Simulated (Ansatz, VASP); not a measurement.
One calculation of MgSi2N2, two programs

```
CELL_PARAMETERS angstrom
-1.95907 1.95907 4.48905
1.95907 -1.95907 4.48905
1.95907 1.95907 -4.48905
ATOMIC_POSITIONS crystal
Mg 0.00000 0.00000 0.00000
Si 0.37500 0.37500 0.00000
Si 0.62500 0.62500 0.00000
N 0.75000 0.25000 0.50000
N 0.25000 0.75000 0.50000
```

Change from the starting cell: species swapped into the SrSi2Pd2 type (I4/mmm, No. 139).

Alike in both runs: task relaxation of cell and atoms; functional PBE; k mesh 6 × 6 × 6; occupations gaussian, width 0.1 eV; no spin polarisation.

|  | VASP | Ansatz |
| --- | --- | --- |
| version | VASP 6.6.1 | Ansatz 0.2.0 |
| potentials or method | VASP PAW PBE potentials, release 64 (Mg, Si, N) | scalar-relativistic, plane waves, PAW |
| plane-wave cutoff (eV) | 600 | 420 |
| valence electrons in the cell | 20 | 28 |

```csv
,VASP,Ansatz,Ansatz less VASP
"gap on the k mesh at the Fermi level, each at its own relaxed structure (eV)",none,none,-
relaxed volume (Å³/atom),11.04,14.96,+3.927
relaxed cell length with the largest relative difference (Å),4.873,6.668,+1.7950
energy change over the relaxation (meV/atom),-575,-664,-89.0
```

A gap of «none» marks a metal or a gap that the smearing closes. One of these differences is far larger than is usual between the two programs; its cause wasn't traced. The two sets of potentials don't hold the same shells in valence.

Caveats: the k mesh is coarse (spacing up to 0.38 Å⁻¹), so the values aren't converged; the volume moved by over 15 % at a fixed basis, so the end points are rough (VASP).
